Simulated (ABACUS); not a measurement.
Sn:

```
Sn
1.0
    -2.94014    2.94014    1.59930
     2.94014   -2.94014    1.59930
     2.94014    2.94014   -1.59930
Sn
2
Cartesian
  0.0000 0.0000 0.0000
  0.0000 2.9401 0.7997
```

Program: ABACUS 3.10.1. Alike in all runs: task single point; no spin polarisation; cell as given; smearing fermi-dirac 0.05 eV.

Task: Order these runs on this cell by their pressure, lowest first.
A. level r2SCAN; potentials or basis SG15 ONCV 1.2 PBE, DZP LCAO (the cutoffs set its grid); k mesh 7 × 7 × 7; cutoff (eV) 1361; orbital files Sn Sn_confined-atom_8au_2s2p2d.orb; SCF threshold on the density 1e-07; eigensolver scalapack_gvx; mesh quality not flagged
B. level TM; potentials or basis SG15 ONCV 1.2 PBE, plane waves; k mesh 6 × 6 × 6; cutoff (eV) 1143; SCF threshold on the density 1e-08; eigensolver dav; mesh quality coarse
C. level PBE; potentials or basis SPMS ONCV 1.0 PBE, DZP LCAO (the cutoffs set its grid); k mesh 8 × 8 × 8; cutoff (eV) 1361; orbital files Sn Sn_confined-atom_8au_2s2p2d.orb; SCF threshold on the density 1e-07; eigensolver genelpa; mesh quality not flagged

Result: B (-3.0 GPa), A (-0.7 GPa), C (2.6 GPa).

Caveats: some runs use coarse meshes; the atomic orbitals were generated for these runs and aren't a published set (some runs); the potentials were made for another functional, which shifts forces and pressure (some runs); the basis of atomic orbitals isn't converged, which shifts pressures, moduli and gaps (some runs).

Not every run made on this cell is shown here.
